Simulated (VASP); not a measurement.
# SrTiO3 (Pm-3m) in VASP: further runs

Runs on SrTiO3. Level: PBE. Tasks: relaxation of cell and atoms.

Program: VASP 6.6.1. These are calculated values, not measurements. Logs are shortened: lines on timing, memory, paths and dates and some standing lists are left out, and cuts for length are marked.

## Step 1: Starting point

The structure is cubic, space group Pm-3m (No. 221). The conventional cell has a = 3.905 Å, b = 3.905 Å, c = 3.905 Å, α = 90.00°, β = 90.00°, γ = 90.00°. Sr (site symmetry m-3m) has 12 O at 2.76 Å as nearest neighbours. Ti (site symmetry m-3m) has 6 O at 1.95 Å as nearest neighbours. O (site symmetry 4/mmm) has 2 Ti at 1.95 Å as nearest neighbours.

## Step 2: Relaxation of cell and atoms, PBE

File INCAR:

```
SYSTEM = SrTiO3
PREC = Accurate ; ENCUT = 600
EDIFF = 1E-6 ; ISMEAR = 0
SIGMA = 0.03 ; LREAL = .False.
LASPH = .True. ; NELM = 80
ALGO = Normal ; ISIF = 3
LWAVE = .False. ; LCHARG = .False.
GGA = PE ; IBRION = 2
NSW = 90 ; EDIFFG = -0.01
KPAR = 2
```

File KPOINTS:

```
regular mesh
0
Gamma
  8 8 8
  0 0 0
```

File POSCAR:

```
SrTiO3
1.0
    3.9052800000      0.0000000000      0.0000000000
    0.0000000000      3.9052800000      0.0000000000
    0.0000000000      0.0000000000      3.9052800000
Sr Ti O
1 1 3
Direct
    0.5000000000      0.5000000000      0.5000000000
    0.0000000000      0.0000000000      0.0000000000
    0.5000000000      0.0000000000      0.0000000000
    0.0000000000      0.5000000000      0.0000000000
    0.0000000000      0.0000000000      0.5000000000
```

Potentials or basis: VASP PAW PBE potentials, release 64 (Sr_sv, Ti_sv, O).

The run is started by

```console
cat potpaw_PBE.64/Sr_sv/POTCAR potpaw_PBE.64/Ti_sv/POTCAR potpaw_PBE.64/O/POTCAR > POTCAR
mpirun -np 2 vasp_std > vasp.out
```

OUTCAR:

```text
SYSTEM = SrTiO3
   PREC = Accurate
   ENCUT = 600
   EDIFF = 1E-6
   ISMEAR = 0
   LREAL = .False.
   LASPH = .True.
   NELM = 80
   ISIF = 3
   GGA = PE
   IBRION = 2
   NSW = 90
   EDIFFG = -0.01

 ion  position               nearest neighbor table
   1  0.500  0.500  0.500-   3 2.76   4 2.76   5 2.76   3 2.76   4 2.76   3 2.76   5 2.76   3 2.76
                             4 2.76   5 2.76   4 2.76   5 2.76   2 3.38   2 3.38   2 3.38   2 3.38
   2  0.000  0.000  0.000-   3 1.95   4 1.95   5 1.95   5 1.95   4 1.95   3 1.95   1 3.38   1 3.38
                             1 3.38   1 3.38   1 3.38   1 3.38   1 3.38   1 3.38
   3  0.500  0.000  0.000-   2 1.95   2 1.95   1 2.76   1 2.76   1 2.76   1 2.76
   4  0.000  0.500  0.000-   2 1.95   2 1.95   1 2.76   1 2.76   1 2.76   1 2.76
   5  0.000  0.000  0.500-   2 1.95   2 1.95   1 2.76   1 2.76   1 2.76   1 2.76

  LATTYP: Found a simple cubic cell.
 ALAT       =     3.9052800000

  Lattice vectors:

 A1 = (   3.9052800000,   0.0000000000,   0.0000000000)
 A2 = (   0.0000000000,   3.9052800000,   0.0000000000)
 A3 = (   0.0000000000,   0.0000000000,   3.9052800000)

Analysis of symmetry for initial positions (statically):
=====================================================================
 Subroutine PRICEL returns:
 Original cell was already a primitive cell.

 Routine SETGRP: Setting up the symmetry group for a
 simple cubic supercell.

 Subroutine GETGRP returns: Found 48 space group operations
 (whereof 48 operations were pure point group operations)
 out of a pool of 48 trial point group operations.

The static configuration has the point symmetry O_h .

Analysis of symmetry for dynamics (positions and initial velocities):
=====================================================================
 Subroutine PRICEL returns:
 Original cell was already a primitive cell.

 Routine SETGRP: Setting up the symmetry group for a
 simple cubic supercell.

 Subroutine GETGRP returns: Found 48 space group operations
 (whereof 48 operations were pure point group operations)
 out of a pool of 48 trial point group operations.

The dynamic configuration has the point symmetry O_h .

 Subroutine INISYM returns: Found 48 space group operations
 (whereof 48 operations are pure point group operations),
 and found     1 'primitive' translations

----------------------------------------------------------------------------------------

                                     Primitive cell

  volume of cell :      59.5603

  direct lattice vectors                    reciprocal lattice vectors
     3.905280000  0.000000000  0.000000000     0.256063586  0.000000000  0.000000000
     0.000000000  3.905280000  0.000000000     0.000000000  0.256063586  0.000000000
     0.000000000  0.000000000  3.905280000     0.000000000  0.000000000  0.256063586

  length of vectors
     3.905280000  3.905280000  3.905280000     0.256063586  0.256063586  0.256063586

  position of ions in fractional coordinates (direct lattice)
     0.500000000  0.500000000  0.500000000
     0.000000000  0.000000000  0.000000000
     0.500000000  0.000000000  0.000000000
     0.000000000  0.500000000  0.000000000
     0.000000000  0.000000000  0.500000000

  ion indices of the primitive-cell ions
   primitive index   ion index
                 1           1
                 2           2
                 3           3
                 4           4
                 5           5

----------------------------------------------------------------------------------------

 KPOINTS: regular mesh

Automatic generation of k-mesh.
 Grid dimensions read from file:
 generate k-points for:    8    8    8

 Generating k-lattice:

  Cartesian coordinates                     Fractional coordinates (reciprocal lattice)
     0.032007948  0.000000000  0.000000000     0.125000000  0.000000000  0.000000000
     0.000000000  0.032007948  0.000000000     0.000000000  0.125000000  0.000000000
     0.000000000  0.000000000  0.032007948     0.000000000  0.000000000  0.125000000

  Length of vectors
     0.032007948  0.032007948  0.032007948

  Shift w.r.t. Gamma in fractional coordinates (k-lattice)
     0.000000000  0.000000000  0.000000000

 Subroutine IBZKPT returns following result:
 ===========================================

 Found     35 irreducible k-points:

 Following reciprocal coordinates:
            Coordinates               Weight
  0.000000  0.000000  0.000000      1.000000
  0.125000  0.000000  0.000000      6.000000
  0.250000  0.000000  0.000000      6.000000
  0.375000  0.000000  0.000000      6.000000
  0.500000  0.000000  0.000000      3.000000
  0.125000  0.125000  0.000000     12.000000
[... 16 lines left out ...]
  0.375000  0.375000  0.125000     24.000000
  0.500000  0.375000  0.125000     24.000000
 [... further k-points ...]
   k-points           NKPTS =     35   k-points in BZ     NKDIM =     35   number of bands    NBANDS=     24
   number of dos      NEDOS =    301   number of ions     NIONS =      5
   total plane-waves  NPLWV =  32768
   dimension x,y,z NGX =    32 NGY =   32 NGZ =   32
   dimension x,y,z NGXF=    64 NGYF=   64 NGZF=   64
   ions per type =               1   1   3
   NGX,Y,Z   is equivalent  to a cutoff of  13.62, 13.62, 13.62 a.u.
   NGXF,Y,Z  is equivalent  to a cutoff of  27.24, 27.24, 27.24 a.u.
 SYSTEM =  SrTiO3
   PREC   = accura    normal or accurate (medium, high low for compatibility)
   ISTART =      0    job   : 0-new  1-cont  2-samecut
   ICHARG =      2    charge: 1-file 2-atom 10-const
   ISPIN  =      1    spin polarized calculation?
   LNONCOLLINEAR =      F non collinear calculations
   LSORBIT =      F    spin-orbit coupling
   LASPH  =      T    aspherical Exc in radial PAW
   ENCUT  =  600.0 eV  44.10 Ry    6.64 a.u.   7.80  7.80  7.80*2*pi/ulx,y,z
   NELM   =     80;   NELMIN=  2; NELMDL= -5     # of ELM steps
   EDIFF  = 0.1E-05   stopping-criterion for ELM
   LREAL  =      F    real-space projection
   EDIFFG = -.1E-01   stopping-criterion for IOM
   NSW    =     90    number of steps for IOM
   IBRION =      2    ionic relax: 0-MD 1-quasi-New 2-CG
   NFREE  =      1    steps in history (QN), initial steepest desc. (CG)
   ISIF   =      3    stress and relaxation
   ISYM   =      2    0-nonsym 1-usesym 2-fastsym
   POTIM  = 0.5000    time-step for ionic-motion
   TEBEG  =    0.0;   TEEND  =   0.0 temperature during run
   PSTRESS=    0.0 pullay stress
   NELECT =      40.0000    total number of electrons
   NUPDOWN=      -1.0000    fix difference up-down
   EMIN   =  10.00;   EMAX   =-10.00  energy-range for DOS
   EFERMI =   0.00;   METHOD = LEGACY
   ISMEAR =     0;   SIGMA  =   0.03  broadening in eV -4-tet -1-fermi 0-gaus
   EFERMI_NEDOS =   21; number of points for ismear=-14 and -15
   IALGO  =     38    algorithm
   IMIX   =      4    mixing-type and parameters
     AMIX     =   0.40;   BMIX     =  1.00
     AMIX_MAG =   1.60;   BMIX_MAG =  1.00
  volume/ion in A,a.u.               =      11.91        80.39
  Fermi-wavevector in a.u.,A,eV,Ry     =   1.433648  2.709203 27.964703  2.055348
  Thomas-Fermi vector in A             =   2.553143
   LORBIT       =      0    0 simple, 1 ext, 2 COOP (PROOUT), +10 PAW based schemes
   GGA     = PE    functional components
   LHFCALC =     F    Hartree Fock is set to
   AEXX    =    0.0000 exact exchange contribution
   IVDW    =     0    specifies the selected vdW correction
   LEPSILON=     F    determine dielectric tensor
   LRPA    =     F    only Hartree local field effects (RPA)
 conjugate gradient relaxation of ions
 non-spin polarized calculation
 Gauss-broadening in eV      SIGMA  =   0.03
  energy-cutoff  :      600.00
  volume of cell :       59.56
 maximum number of plane-waves:      2008
 NGX is ok and might be reduce to    32
   NGX = 15   NGY = 15   NGZ = 15

--------------------------------------- Ionic step        1  -------------------------------------------

 number of electron      39.9999979 magnetization

 Free energy of the ion-electron system (eV)
  ---------------------------------------------------
  ext. energy  EPLUGINS =         0.00000000
  ---------------------------------------------------
  free energy    TOTEN  =       -40.08373149 eV

  energy without entropy =      -40.08373149  energy(sigma->0) =      -40.08373149

------------------------ aborting loop because EDIFF is reached ----------------------------------------

  FORCE on cell =-STRESS in cart. coord.  units (eV):
  Direction    XX          YY          ZZ          XY          YZ          ZX
  --------------------------------------------------------------------------------------
  -------------------------------------------------------------------------------------
  Total        1.7434942      1.7434942      1.7434942      0.0000000      0.0000000      0.0000000
  in kB       46.9001849     46.9001849     46.9001849      0.0000000      0.0000000      0.0000000
  external PRESSURE =      46.9001849 kB  Pullay stress =       0.0000000 kB
[... 63 lines left out ...]
  energy  without entropy=      -40.0894660661  energy(sigma->0) =      -40.08946607

--------------------------------------- Ionic step        3  -------------------------------------------

 number of electron      39.9999974 magnetization

 Free energy of the ion-electron system (eV)
  ---------------------------------------------------
  ext. energy  EPLUGINS =         0.00000000
  ---------------------------------------------------
  free energy    TOTEN  =       -40.10690156 eV

  energy without entropy =      -40.10690156  energy(sigma->0) =      -40.10690156

 E-fermi :   4.1502     XC(G=0): -11.1291

 val. band max:        3.9456697408   @ k =   0.5000   0.5000   0.5000
 cond. band min:       5.7522739009   @ k =   0.0000   0.0000   0.0000
 fundamental gap:      1.8066041601
 Fermi energy:         4.1502352530

 k-point     1 :       0.0000    0.0000    0.0000
  band No.  band energies     occupation
      1     -52.6285      2.00000
      2     -28.9272      2.00000
      3     -28.8580      2.00000
      4     -28.8580      2.00000
      5     -28.8580      2.00000
      6     -13.3848      2.00000
[... 637 lines left out ...]
     23       7.9468      0.00000
     24       9.4598      0.00000

 [... further k-points ...]

------------------------ aborting loop because EDIFF is reached ----------------------------------------

  FORCE on cell =-STRESS in cart. coord.  units (eV):
  Direction    XX          YY          ZZ          XY          YZ          ZX
  --------------------------------------------------------------------------------------
  -------------------------------------------------------------------------------------
  Total       -0.0063925     -0.0063925     -0.0063925     -0.0000000      0.0000000     -0.0000000
  in kB       -0.1674259     -0.1674259     -0.1674259     -0.0000000      0.0000000     -0.0000000
  external PRESSURE =      -0.1674259 kB  Pullay stress =       0.0000000 kB
[... 20 lines left out ...]
  FREE ENERGIE OF THE ION-ELECTRON SYSTEM (eV)
  ---------------------------------------------------
  free  energy   TOTEN  =       -40.1069015646 eV

  energy  without entropy=      -40.1069015646  energy(sigma->0) =      -40.10690156

 reached required accuracy - stopping structural energy minimisation
```

Run time: 33 s. Hardware: 2 MPI ranks of Intel Xeon 6975P-C (Granite Rapids), shared host; peak memory 0.23 GiB.

What came out:

```
Free energy                            : -40.1069 eV
Relaxed volume                         : 12.23 Å³/atom
Relaxed cell                           : a = 3.940 Å, b = 3.940 Å, c = 3.940 Å, α = 90.00°, β = 90.00°, γ = 90.00°
Space group after relaxing (to 0.05 Å) : Pm-3m (No. 221)
Energy gained by relaxing              : 4.6 meV/atom
Ionic steps                            : 3
Pressure after relaxing                : 0.0 GPa
Band gap on the k mesh                 : 1.81 eV, indirect (least direct gap 2.18 eV)
```

The path:
```tsv
step	energy change (eV)	largest force (eV/Å)	pressure (GPa)	volume (Å³)
1	0.0000	0.0000	4.69	59.56
2	-0.0057	0.0000	-3.75	62.62
3	-0.0232	0.0000	-0.02	61.17
```

Final structure:
```xyz
5
Lattice="3.9402 0.0000 0.0000 0.0000 3.9402 0.0000 0.0000 0.0000 3.9402" Properties=species:S:1:pos:R:3 pbc="T T T"
Sr    1.9701    1.9701    1.9701
Ti    0.0000    0.0000    0.0000
O     1.9701    0.0000    0.0000
O     0.0000    1.9701    0.0000
O     0.0000    0.0000    1.9701
```

Levels at points of the mesh, in eV from the valence-band top:
```tsv
k point	band 17	band 18	band 19	band 20	band 21	band 22	band 23	band 24
(0.00, 0.00, 0.00)	-1.12	-0.37	-0.37	-0.37	1.81	1.81	1.81	4.12
(0.50, 0.00, 0.00)	-2.29	-1.90	-0.73	-0.73	1.96	3.64	3.64	4.13
(0.50, 0.50, 0.00)	-1.74	-1.54	-1.54	-0.09	3.65	3.65	4.09	5.05
(0.50, 0.50, 0.50)	-3.66	0.00	0.00	0.00	4.29	4.29	4.29	6.84
```

(Continued in part 2 of 2.)
